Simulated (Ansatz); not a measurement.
Runs of Ansatz 0.2.0 on MoP. It takes space group P-6m2 (No. 187, hexagonal). The conventional cell has a = 3.223 Å, b = 3.223 Å, c = 3.191 Å, α = 90.00°, β = 90.00°, γ = 120.00°. Around Mo (site symmetry -6m2) lie 6 P at 2.45 Å. Around P (site symmetry -6m2) lie 6 Mo at 2.45 Å. 

| task | level | potentials or basis | spin | k mesh | cutoff (eV) | smearing | basis error allowed | mesh quality | gap on the mesh (eV) | pressure (GPa) |
| --- | --- | --- | --- | --- | --- | --- | --- | --- | --- | --- |
| single point | RPBE | all-electron LAPW, scalar-relativistic | off | 10 × 10 × 8 | 254 | gaussian 0.02 eV | 0.001 eV/atom | not flagged | none | 5.5 |
| single point | PBE | all-electron LAPW, scalar-relativistic | off | 5 × 5 × 4 | 212 | fermi-dirac 0.02 eV | 0.004 eV/atom | coarse | none | 3.0 |
| single point | PBE | all-electron LAPW, scalar-relativistic | off | 10 × 10 × 8 | 254 | gaussian 0.021 eV | 0.001 eV/atom | not flagged | none | 2.6 |
| elastic constants | PBEsol | all-electron LAPW, scalar-relativistic | off | 7 × 7 × 6 | 273 | fermi-dirac 0.05 eV | 0.001 eV/atom | coarse | none | (a) |
| single point | PBE | all-electron LAPW, scalar-relativistic | off | 10 × 10 × 8 | 254 | gaussian 0.017 eV | 0.001 eV/atom | not flagged | none | 2.6 |
| band structure | PBEsol | all-electron LAPW, relativistic spinors | SOC, no magnetisation | 7 × 7 × 6 | 255 | fermi-dirac 0.05 eV | 0.001 eV/atom | coarse | - | -3.7 |

Alike in all rows: cell as given.

Question: Estimate the missing entries.

Answer: (a) -3.8.

Caveats: some runs use coarse meshes; the k mesh is thin for a metal, which can move the energy by tens of meV per atom (some runs); a metal's response needs a denser mesh (some runs); the cell is more than 3 GPa from zero pressure, which shifts response properties (some runs); elastic constants of metals need much finer meshes, so these are rough (some runs).

A k mesh can miss the band edges, and rows without SOC leave out spin-orbit coupling on Mo.

A gap of «none» marks a metal or a gap under the smearing width.

The runs don't all hold the same shells in valence.
